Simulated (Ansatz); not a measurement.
MgI2, DFT, PBEsol, all-electron LAPW, scalar-relativistic (Ansatz 0.2.0), run on 1 thread of AMD EPYC 9R45 96-Core Processor (Zen 5) on a shared host.

The structure is an experimental refinement, used without relaxation. The listed cell was then made from it by scaling, straining or moving an atom.

Command: `ansatz run input.yaml --threads 1 --pin off --max-ram 4096MiB --backend cpu --events-out ev --progress --plain --runs-dir out`

```yaml
crystal:
  lattice:
    - [4.1258220994, 0.0, 0.0]
    - [-2.0629110497, 3.5730667495, 0.0]
    - [0.0, 0.0, 6.8159449211]
  atoms:
    - { symbol: Mg, position: [0.0, 0.0, 0.0] }
    - { symbol: I, position: [0.3333333333, 0.6666666667, 0.75763] }
    - { symbol: I, position: [0.6666666667, 0.3333333333, 0.24237] }
kpoints:
  mp_grid: { grid: [7, 7, 4] }
  band_path:
    path:
      - [0.0, 0.0, 0.0]
      - [0.5, 0.0, 0.0]
      - [0.3333333333, 0.3333333333, 0.0]
      - [0.0, 0.0, 0.0]
      - [0.0, 0.0, 0.5]
      - [0.5, 0.0, 0.5]
      - [0.3333333333, 0.3333333333, 0.5]
      - [0.0, 0.0, 0.5]
      - [0.5, 0.0, 0.5]
    npoints: 5
scf:
  occupations: { method: fermi_dirac, width: 0.03 }
hamiltonian:
  xc: pbesol
  pseudopotentials: { kind: all_electron, lapw: { basis_error: 0.001 } }
output:
  forces: true
  stress: true
  eigenvalues: true
```

Question: How large is the problem that the program sets up?

Answer: 28 irreducible k-points, 549 plane waves at Γ, 36 bands.

Question: About how long does it take, and how much memory does it use?

Answer: 6.3 s of wall time for 8 SCF iterations, with a peak of 0.37 GiB. Times on shared machines scatter by tens of per cent.
